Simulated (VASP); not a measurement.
A run of VASP 6.6.1 is set up as follows.

The input run.py:

```python
from ase.calculators.vasp import Vasp
from ase.dft.bandgap import bandgap
from ase.io import read

atoms = read('MnO.cif')
atoms.set_initial_magnetic_moments([4.0, 0.0])
calc = Vasp(
    directory='calc',
    xc='pbesol',
    pp='PBE',
    setups='recommended',
    pp_version='54',
    prec='Accurate',
    encut=520,
    ediff=1e-07,
    ismear=0,
    sigma=0.1,
    lreal=False,
    lasph=True,
    nelm=100,
    algo='Normal',
    isif=2,
    lwave=False,
    lcharg=False,
    ispin=2,
    lorbit=11,
    lmaxmix=4,
    kpts=[10, 10, 10],
    gamma=True,
    nbands=20,
)
atoms.calc = calc

print('energy (eV):', atoms.get_potential_energy())
print('free energy (eV):', atoms.get_potential_energy(force_consistent=True))
print('forces (eV/A):')
print(atoms.get_forces())
print('stress (eV/A^3, Voigt):', atoms.get_stress())
print('Fermi level (eV):', calc.get_fermi_level())
print('moment (muB):', atoms.get_magnetic_moment())
print('site moments (muB):', atoms.get_magnetic_moments())
gap, top, bottom = bandgap(calc)
print('band gap (eV):', gap, 'from (spin, k, band)', top, 'to', bottom)
```

The input MnO.cif:

```cif
data_MnO
_cell_length_a 3.14508043
_cell_length_b 3.14508043
_cell_length_c 3.14508043
_cell_angle_alpha 60.00000000
_cell_angle_beta 60.00000000
_cell_angle_gamma 60.00000000
_space_group_name_H-M_alt 'P1'
_space_group_name_Hall 'P 1'
_space_group_IT_number 1
loop_
_space_group_symop_operation_xyz
'x,y,z'
loop_
_atom_site_label
_atom_site_type_symbol
_atom_site_symmetry_multiplicity
_atom_site_Wyckoff_symbol
_atom_site_fract_x
_atom_site_fract_y
_atom_site_fract_z
_atom_site_occupancy
Mn1 Mn 1 a 0.0000000000 0.0000000000 0.0000000000 1
O1 O 1 a 0.5000000000 0.5000000000 0.5000000000 1
```

Potentials or basis: VASP PAW PBE potentials, release 54 (Mn_pv, O).

The run is started by

```console
$ python run.py
```

Task: Predict the net moment.

Result: 4.78 μB per cell.

Task: Estimate the band gap on the k mesh.

Result: None (metal or under the smearing width).

Caveat: the PAW data sets were made with another functional, which shifts forces and pressure a little; a cell with one magnetic atom can't hold antiferromagnetic order, which such compounds often take; semilocal functionals often make such compounds metallic where correlation or magnetic order opens a gap, which also shifts bond lengths. With open d or f shells a metallic result of PBEsol can be an artefact of self-interaction; +U or a hybrid may open a gap.
